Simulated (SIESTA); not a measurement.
FeSi:

```xyz
8
Lattice="4.5507 0.0000 0.0000 0.0000 4.5507 0.0000 0.0000 0.0000 4.5507" Properties=species:S:1:pos:R:3 pbc="T T T"
Fe    3.9294    2.8966    1.6541
Fe    2.8966    1.6541    3.9294
Fe    1.6541    3.9294    2.8966
Fe    0.6213    0.6213    0.6213
Si    0.7172    1.5582    2.9925
Si    1.5582    2.9925    0.7172
Si    2.9925    0.7172    1.5582
Si    3.8335    3.8335    3.8335
```

| Quantity | Value |
| --- | --- |
| Program | SIESTA 5.4.2 |
| Task | single point |
| Functional | PBE |
| Potentials or basis | PseudoDojo 0.4 standard (PBE files) |
| Basis | DZP (energy shift 0.003 Ry; two zetas on semicore shells) |
| Grid cutoff | 800 Ry |
| Energy shift | 0.003 Ry |
| k mesh | 6 × 6 × 6 |
| Occupations | fermi-dirac, width 0.05 eV |
| Spin | collinear spin, ferromagnetic start |
| Starting moments | [3.0, 3.0, 3.0, 3.0, 0.0, 0.0, 0.0, 0.0] μB |

On this cell: pressure -9.6 GPa; largest force 0.161 eV/Å; net moment 4.01 μB per cell; site moments Fe +1.18; Si -0.18 μB; band gap on the k mesh none (metal or under the smearing width).

The same run follows on a disturbed copy (atoms moved at random, drawn with an rms of 0.05 Å):

```
CELL_PARAMETERS angstrom
4.55070 0.00000 0.00000
0.00000 4.55070 0.00000
0.00000 0.00000 4.55070
ATOMIC_POSITIONS crystal
Fe 0.86667 0.64196 0.36374
Fe 0.63890 0.35294 0.85246
Fe 0.36268 0.85148 0.63275
Fe 0.14092 0.13403 0.13189
Si 0.16086 0.33074 0.66556
Si 0.34077 0.66096 0.16681
Si 0.65230 0.15037 0.32825
Si 0.84842 0.84139 0.84276
```

What changes?

The energy (extrapolated to zero smearing) moves by +16.8 meV/atom; pressure -9.3 GPa; largest force 1.294 eV/Å; net moment 3.97 μB per cell; site moments Fe +1.26, +1.21, +1.01; Si -0.18 μB; band gap on the k mesh none (metal or under the smearing width).

Forces on the atoms (eV/Å):
```
Fe  -0.260 -0.674 -0.030
Fe   0.033  0.537  0.337
Fe   0.297  0.307  0.497
Fe  -0.165  0.134  0.516
Si  -0.426  0.460 -0.766
Si   0.520 -0.744 -0.922
Si   0.174  0.156  0.427
Si  -0.174 -0.176 -0.058
```

Stress tensor (GPa, compression positive):
```
 -9.39   0.11   0.24
  0.11 -10.34   0.07
  0.24   0.07  -8.17
```

Caveats: short orbitals over semicore shells can move pressures by several GPa; the basis of atomic orbitals isn't converged, which shifts pressures, moduli and gaps.
